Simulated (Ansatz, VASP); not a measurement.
## Two plane-wave programs on SbSe2

File INCAR:

```
ALGO = Normal ; EDIFF = 1E-7
ENCUT = 520 ; GGA = PE
ISIF = 2 ; ISMEAR = 0
LASPH = T ; LCHARG = F
LREAL = F ; LWAVE = F
NBANDS = 16 ; NELM = 80
PREC = Accurate ; SIGMA = 0.1
```

The input KPOINTS:

```
k-points
0
Gamma
  6 6 4
```

The input POSCAR:

```
SbSe2
1.0
    4.1671725100      0.0000000000      0.0000000000
   -2.0835862600      3.6088772600      0.0000000000
    0.0000000000      0.0000000000      3.9523636400
Sb Se
1 2
Direct
    0.0000000000      0.0000000000      0.6974055800
    0.3333333300      0.6666666700      0.5626958700
    0.6666666700      0.3333333300      0.5626958700
```

Input for Ansatz:

```yaml
crystal:
  lattice:
    - [4.16717251, 0.0, 0.0]
    - [-2.08358626, 3.60887726, 0.0]
    - [0.0, 0.0, 3.95236364]
  atoms:
    - { symbol: Sb, position: [0.0, 0.0, 0.69740558] }
    - { symbol: Se, position: [0.33333333, 0.66666667, 0.56269587] }
    - { symbol: Se, position: [0.66666667, 0.33333333, 0.56269587] }
basis:
  ecutwfc: 420
kpoints:
  mp_grid: { grid: [6, 6, 4] }
hamiltonian:
  xc: pbe
scf:
  occupations: { method: gaussian, width: 0.1 }
  lower_state_search: "off"
output:
  forces: true
  stress: true
  eigenvalues: true
```

Alike in both runs: task single point; functional PBE; k mesh 6 × 6 × 4; occupations gaussian, width 0.1 eV; no spin polarisation.

|  | VASP | Ansatz |
| --- | --- | --- |
| version | VASP 6.6.1 | Ansatz 0.2.0 |
| potentials or method | VASP PAW PBE potentials, release 64 (Sb, Se) | scalar-relativistic, plane waves, PAW |
| plane-wave cutoff (eV) | 520 | 420 |
| valence electrons in the cell | 17 | 47 |

|  | VASP | Ansatz | Ansatz less VASP |
| --- | --- | --- | --- |
| gap on the k mesh at the Fermi level (eV) | none | none | - |
| rms of the force components (eV/Å) | 2.311 | 2.290 | -0.0208 |

Atom by atom the forces differ by 0.021 eV/Å (rms over components). A gap of «none» marks a metal or a gap that the smearing closes. The two sets of potentials don't hold the same shells in valence.

Caveats: the k mesh is coarse (spacing up to 0.40 Å⁻¹), so the values aren't converged; forces of over 1 eV/Å show positions far from the minimum, so gaps and moduli don't describe the material at rest. Spin-orbit coupling is left out, which matters for the levels of Sb.
